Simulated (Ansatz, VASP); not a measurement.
MgB2 in VASP and in Ansatz

```
Mg B
1.0
     3.16495    0.00000    0.00000
    -1.58247    2.74093    0.00000
     0.00000    0.00000    3.49249
Mg B
1 2
Direct
  0.00000 0.00000 0.00000
  0.66667 0.33333 0.50000
  0.33333 0.66667 0.50000
```

Change from the starting cell: biaxial strain in the a-b plane, c and atoms relaxed: +3.0 %.

Alike in both runs: functional PBE; k mesh 15 × 15 × 12; occupations gaussian, width 0.1 eV; no spin polarisation.

Ansatz relaxed the structure, and its values are those at the end. VASP's run is a single point on that final structure, the one shown.

|  | VASP | Ansatz |
| --- | --- | --- |
| version | VASP 6.6.1 | Ansatz 0.2.0 |
| potentials or method | VASP PAW PBE potentials, release 64 (Mg, B) | scalar-relativistic, plane waves, PAW |
| plane-wave cutoff (eV) | 520 | 420 |
| valence electrons in the cell | 8 | 16 |

VASP gave:

| Quantity | Value |
| --- | --- |
| gap on the k mesh at the Fermi level (eV) | none |
| pressure (GPa) | -8.3 |

Q: Which values does Ansatz return?

A: gap on the k mesh at the Fermi level (eV): none; pressure (GPa): -8.0.

A gap of «none» marks a metal or a gap that the smearing closes. The functional is the same, so the differences come from potentials, cutoffs and numerics. The two sets of potentials don't hold the same shells in valence.
